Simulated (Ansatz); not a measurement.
**Energy ranking of TaAs structures**

All numbers below come from Ansatz 0.2.0, DFT r2SCAN, scalar-relativistic, plane waves, PAW. All cells share a 500 eV cutoff and Γ-centred k meshes spaced at most 0.3 Å⁻¹ (0.19 for metals, 2π included).

These are static lattice energies at zero pressure. The comparison covers the computed candidates alone. For metals, differences of a few meV/atom aren't resolved. Spin–orbit coupling is left out. No run is spin-polarised.

```csv
#,started from,space group,atoms,V (Å³/atom),ΔE (meV/atom),gap on mesh (eV)
1,database cell,I4_1md (No. 109),4,17.3,0,0.00
2,zinc blende type,F-43m (No. 216),2,23.9,1063,0.00
```

The lowest structure: Space group I4_1md (No. 109), tetragonal, a = 3.442 Å, c = 11.713 Å. Ta is coordinated by 6 As at 2.61–2.62 Å; As has 6 Ta at 2.61–2.62 Å. Its energy against the elements is -0.63 eV/atom. The zero of energy is the lowest elemental structures computed at the same level; no fitted shifts are applied.

Space group I4_1md (No. 109). a = 3.442 Å, b = 3.442 Å, c = 11.713 Å, α = 90.00°, β = 90.00°, γ = 90.00°
| atom | site | symmetry | x | y | z |
| --- | --- | --- | --- | --- | --- |
| Ta | 4a | 2mm. | 0.5000 | 0.0000 | 0.0000 |
| As | 4a | 2mm. | 0.0000 | 0.5000 | 0.0826 |

The second: Space group F-43m (No. 216), cubic, a = 5.764 Å. Around Ta lie 4 As at 2.50 Å; As is coordinated by 4 Ta at 2.50 Å.